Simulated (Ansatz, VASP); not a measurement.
This is a calculation of BAs for Ansatz 0.2.0.

File input.yaml:

```yaml
crystal:
  lattice:
    - [0.0, 2.3885, 2.3885]
    - [2.3885, 0.0, 2.3885]
    - [2.3885, 2.3885, 0.0]
  atoms:
    - { symbol: As, position: [0.75, 0.75, 0.75] }
    - { symbol: B, position: [0.0, 0.0, 0.0] }
kpoints:
  mp_grid: { grid: [10, 10, 10] }
scf:
  occupations: { method: fermi_dirac, width: 0.05 }
hamiltonian:
  xc: blyp
  pseudopotentials: { kind: all_electron, lapw: { basis_error: 0.001 } }
output:
  forces: true
  stress: true
relax:
  f_tol: 0.005
  max_steps: 60
  cell: {}
```

Potentials or basis: all-electron LAPW, scalar-relativistic.

Launch:

```sh
$ ansatz run input.yaml --threads 1 --pin off --max-ram 3072MiB --backend cpu --events-out ev --progress --plain --runs-dir out
```

Problem. Set up the same calculation for VASP 6.6.1. Potentials there: VASP PAW PBE potentials, release 64 (As, B).

Solution. As run (the cutoff follows the program's own potentials):

Contents of INCAR:

```
AGGAC = 1.0
AGGAX = 1.0
ALDAC = 0.0
ALDAX = 1.0
ALGO = Normal
EDIFF = 1E-6
EDIFFG = -0.005
ENCUT = 600
GGA = B5
IBRION = 2
ISIF = 3
ISMEAR = -1
LASPH = True
LCHARG = False
LREAL = False
LWAVE = False
NELM = 100
NSW = 80
PREC = Accurate
SIGMA = 0.05
```

The input KPOINTS:

```
k-points
0
Gamma
  10 10 10
```

POSCAR

```
BAs
1.0
    0.0000000000      2.3885000000      2.3885000000
    2.3885000000      0.0000000000      2.3885000000
    2.3885000000      2.3885000000      0.0000000000
As B
1 1
Direct
    0.7500000000      0.7500000000      0.7500000000
    0.0000000000      0.0000000000      0.0000000000
```

Potentials or basis: VASP PAW PBE potentials, release 64 (As, B).

Launch:

```sh
$ cat potpaw_PBE.64/As/POTCAR potpaw_PBE.64/B/POTCAR > POTCAR
$ mpirun -np 1 vasp_std > vasp.out
```

Both were run:

|  | VASP | Ansatz | Ansatz less VASP |
| --- | --- | --- | --- |
| relaxed volume (Å³/atom) | 14.54 | 14.46 | -0.078 |
| relaxed cell length with the largest relative difference (Å) | 3.452 | 3.445 | -0.0062 |
| energy change over the relaxation (meV/atom) | -23 | -19 | +3.9 |

Ansatz ran all-electron here, so the differences hold the error of VASP's frozen core and of both bases.

Caveats: the PAW data sets were made with another functional, which shifts forces and pressure a little (VASP). BLYP gives volumes clearly too large for solids. A k mesh can miss the band edges.
